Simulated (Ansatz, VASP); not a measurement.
# One calculation of WSe2, two programs

```
W Se
1.0
     3.31812    0.00000    0.00000
    -1.65906    2.87357    0.00000
     0.00000    0.00000   29.73945
W Se
3 6
Cartesian
  1.6591 0.9579 0.0000
  0.0000 1.9157 22.9127
  0.0000 1.9157 6.8268
  0.0000 1.9157 1.6632
  1.6591 0.9579 24.5757
  1.6591 0.9579 8.4890
  0.0000 1.9157 28.0763
  1.6591 0.9579 21.2504
  1.6591 0.9579 5.1637
```

Alike in both runs: task single point; functional PBE; k mesh 6 × 6 × 1; occupations gaussian, width 0.1 eV; no spin polarisation.

|  | VASP | Ansatz |
| --- | --- | --- |
| version | VASP 6.6.1 | Ansatz 0.2.0 |
| potentials or method | VASP PAW PBE potentials, release 64 (W_sv, Se) | scalar-relativistic, plane waves, PAW |
| plane-wave cutoff (eV) | 520 | 420 |
| valence electrons in the cell | 78 | 138 |

|  | VASP | Ansatz | Ansatz less VASP |
| --- | --- | --- | --- |
| gap on the k mesh at the Fermi level (eV) | 1.37 | 1.37 | +0.004 |
| least direct gap on the mesh (eV) | 1.48 | 1.48 | +0.003 |
| rms of the force components (eV/Å) | 0.148 | 0.126 | -0.0218 |

Atom by atom the forces differ by 0.022 eV/Å (rms over components). The two sets of potentials don't hold the same shells in valence.

Caveats: spin-orbit coupling is left out, which moves the levels of the heavy elements. A hybrid or GW would open this gap; PBE tends to underestimate it.
